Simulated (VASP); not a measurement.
The system is LiH.

```
CELL_PARAMETERS angstrom
0.00000 2.03675 2.03675
2.03675 0.00000 2.03675
2.03675 2.03675 0.00000
ATOMIC_POSITIONS crystal
Li 0.00000 0.00000 0.00000
H 0.50000 0.50000 0.50000
```

Program: VASP 6.6.1. Alike in all runs: task band structure; potentials or basis VASP PAW PBE potentials, release 64 (Li_sv, H); no spin polarisation; cell as given; k mesh 8 × 8 × 8; cutoff (eV) 520; smearing gaussian 0.02 eV.

Problem. Order these runs on this cell by their band gap on the k mesh, lowest first.
A. level r2SCAN-EpsX; exchange at q = 0 truncated; share of exact exchange 0.2319
B. level PBE0; exchange at q = 0 truncated
C. level HSE03
D. level HSE06; screening parameter 0.2 1/A

Solution. C (3.80 eV), D (4.01 eV), B (4.68 eV), A (5.01 eV).

